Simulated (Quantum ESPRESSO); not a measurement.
Pb:

```
Pb
1.0
     0.00000    3.43900    3.43900
     3.43900    0.00000    3.43900
     3.43900    3.43900    0.00000
Pb
2
Cartesian
  1.7195 1.7195 1.7195
  0.0000 0.0000 0.0000
```

This isn't the form of Pb at room conditions, which is fcc.

```yaml
Program: Quantum ESPRESSO 7.5
Task: single point
Functional: PBEsol
Potentials_or_basis: GBRV 1.5 PBEsol
Cutoff: 612 eV
Density_cutoff: 4898 eV
k_mesh: 7 × 7 × 7
Occupations: fermi-dirac, width 0.05 eV
Spin: no spin polarisation
```

On this cell: pressure 0.3 GPa; largest force zero by symmetry; band gap on the k mesh none (metal or under the smearing width).

The same run follows on a disturbed copy (atoms moved at random, drawn with an rms of 0.05 Å):

```
Pb
1.0
     0.00000    3.43900    3.43900
     3.43900    0.00000    3.43900
     3.43900    3.43900    0.00000
Pb
2
Direct
  0.24233 0.24870 0.24871
  0.00968 0.98262 0.01781
```

Q: What changes?

A: The energy (extrapolated to zero smearing) moves by +17.7 meV/atom; pressure 0.5 GPa; largest force 0.609 eV/Å; band gap on the k mesh none (metal or under the smearing width).

Forces in eV/Å, atoms in the order of the input:
```
Pb   0.058  0.605  0.036
Pb  -0.058 -0.605 -0.036
```

Stress tensor (GPa, compression positive):
```
0.58 0.10 1.64
0.10 0.21 0.16
1.64 0.16 0.58
```
